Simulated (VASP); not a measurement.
Data:

```
CELL_PARAMETERS angstrom
      0.00000     2.89432     2.89432
      2.89432     0.00000     2.89432
      2.89432     2.89432     0.00000
ATOMIC_POSITIONS crystal
  Na 0.00000 0.00000 0.00000
  Br 0.50000 0.50000 0.50000
```

Calculation: LDA (Ceperley-Alder, Perdew-Zunger), VASP's LDA PAW potentials (set 64) (plane waves; VASP 6.6.1). Run with 520 eV cut-off, 9×9×9 Γ-centred mesh, tetrahedra with Blöchl corrections, potentials Na_pv Br.

What does the run give for the energy per atom (σ→0), band gap (on the k-mesh) with the smallest direct gap where there is one?

```yaml
band gap (on the k-mesh): 4.09 eV
smallest direct gap (on the k-mesh): 4.09 eV
energy per atom (σ→0): -3376 meV/atom
```

The compound is NaBr in the rock salt structure. It was relaxed first, which changed the volume by -9 %.
